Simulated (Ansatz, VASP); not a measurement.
# CdSe (Cadmoselite) in VASP and in Ansatz

```xyz
4
Lattice="4.3000 0.0000 0.0000 -2.1500 3.7239 0.0000 0.0000 0.0000 7.0200" Properties=species:S:1:pos:R:3 pbc="T T T"
Cd    2.1500    1.2413    3.5100
Cd    0.0000    2.4826    0.0000
Se    2.1500    1.2413    6.2127
Se    0.0000    2.4826    2.7027
```

Alike in both runs: task relaxation of cell and atoms; functional PBEsol; dispersion D3(BJ); k mesh 7 × 7 × 4; occupations fermi-dirac, width 0.05 eV; no spin polarisation.

|  | VASP | Ansatz |
| --- | --- | --- |
| version | VASP 6.6.1 | Ansatz 0.2.0 |
| potentials or method | VASP PAW PBE potentials, release 64 (Cd, Se) | Ansatz PAW |
| plane-wave cutoff (eV) | 600 | 420 |
| valence electrons in the cell | 36 | 72 |

|  | VASP | Ansatz | Ansatz less VASP |
| --- | --- | --- | --- |
| gap on the k mesh at the Fermi level, each at its own relaxed structure (eV) | 0.59 | 0.60 | +0.011 |
| relaxed volume (Å³/atom) | 27.41 | 27.25 | -0.158 |
| relaxed cell length with the largest relative difference (Å) | 6.967 | 6.951 | -0.0168 |
| energy change over the relaxation (meV/atom) | -8 | -9 | -1.3 |

The two sets of potentials don't hold the same shells in valence.

Caveats: the PAW data sets were made with another functional, which shifts forces and pressure a little (VASP); odd divisions of the mesh miss points on the zone boundary, where band edges often lie, so the gap on the mesh can be too wide (Ansatz); the plane-wave basis is chosen anew once the cell has moved, so the energies of steps on either side of that aren't comparable (Ansatz); the PAW data sets come from PBE, with cores solved anew for the run's functional, which leaves a small shift of forces and pressure (Ansatz).
